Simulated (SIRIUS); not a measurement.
The system is W.

```
CELL_PARAMETERS angstrom
-1.58234 1.58234 1.58234
1.58234 -1.58234 1.58234
1.58234 1.58234 -1.58234
ATOMIC_POSITIONS crystal
W 0.00000 0.00000 0.00000
```

Base run:

| Quantity | Value |
| --- | --- |
| Program | SIRIUS 7.12.0 |
| Functional | PBE |
| Potentials or basis | SSSP 1.3.0 PBE efficiency |
| Cutoff | 828 eV |
| Density cutoff | 6645 eV |
| k mesh | 12 × 12 × 12 |
| Occupations | fermi-dirac, width 0.05 eV |
| Spin | no spin polarisation |

Its results: band gap on the k mesh none (metal or under the smearing width); pressure 6.1 GPa.

The run is repeated on the same cell with these changes: potentials or basis from SSSP 1.3.0 PBE efficiency to GBRV 1.5 PBE (ultrasoft); cutoff from 828 eV to 557 eV; density cutoff from 6645 eV to 5442 eV. What comes out?

Band gap on the k mesh none (metal or under the smearing width); pressure 2.7 GPa.
